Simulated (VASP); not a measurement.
Crystal: MgO.

```
Mg O
1.0
     3.25038    0.00000    0.00000
    -1.62519    2.81491    0.00000
     0.00000    0.00000    4.06276
Mg O
2 2
Direct
  0.33333 0.66667 0.25000
  0.66667 0.33333 0.75000
  0.66667 0.33333 0.25000
  0.33333 0.66667 0.75000
```

The cell was built by a generator and needn't be a form met in nature.

| Item | Value |
| --- | --- |
| Program | VASP 6.6.1 |
| Task | relaxation of cell and atoms |
| Functional | PBE |
| Potentials or basis | VASP PAW PBE potentials, release 64 (Mg, O) |
| Cutoff | 600 eV |
| k mesh | 12 × 12 × 6 |
| Occupations | fermi-dirac, width 0.02 eV |
| Spin | no spin polarisation |

At the start: pressure 37.7 GPa; volume 9.29 Å³/atom.

Question: How do energy, volume and symmetry change on relaxing?

Answer: Over 8 steps the energy falls by 208.9 meV/atom and the volume is 11.33 Å³/atom (+21.9 %); space group P6_3/mmc (No. 194, to 0.05 Å).

Step by step:
| step | energy change (eV) | largest force (eV/Å) | pressure (GPa) | volume (Å³) |
| --- | --- | --- | --- | --- |
| 1 | 0.0000 | 0.0000 | 37.70 | 37.17 |
| 2 | -0.6591 | 0.0000 | -10.63 | 50.20 |
| 3 | -0.8319 | 0.0000 | 0.03 | 45.30 |
| 4 | -0.8319 | 0.0000 | -0.45 | 45.48 |
| 5 | -0.8347 | 0.0000 | -0.29 | 45.41 |
| 6 | -0.8356 | 0.0000 | -0.10 | 45.35 |
| 7 | -0.8356 | 0.0000 | -0.09 | 45.35 |
| 8 | -0.8356 | 0.0000 | 0.04 | 45.30 |

Final structure:
```
Mg O
1.0
     3.51665    0.00000    0.00000
    -1.75833    3.04551    0.00000
     0.00000    0.00000    4.22970
Mg O
2 2
Cartesian
  0.0000 2.0303 1.0574
  1.7583 1.0152 3.1723
  1.7583 1.0152 1.0574
  0.0000 2.0303 3.1723
```

Caveat: the volume moved by over 15 % at a fixed basis, so the end points are rough.
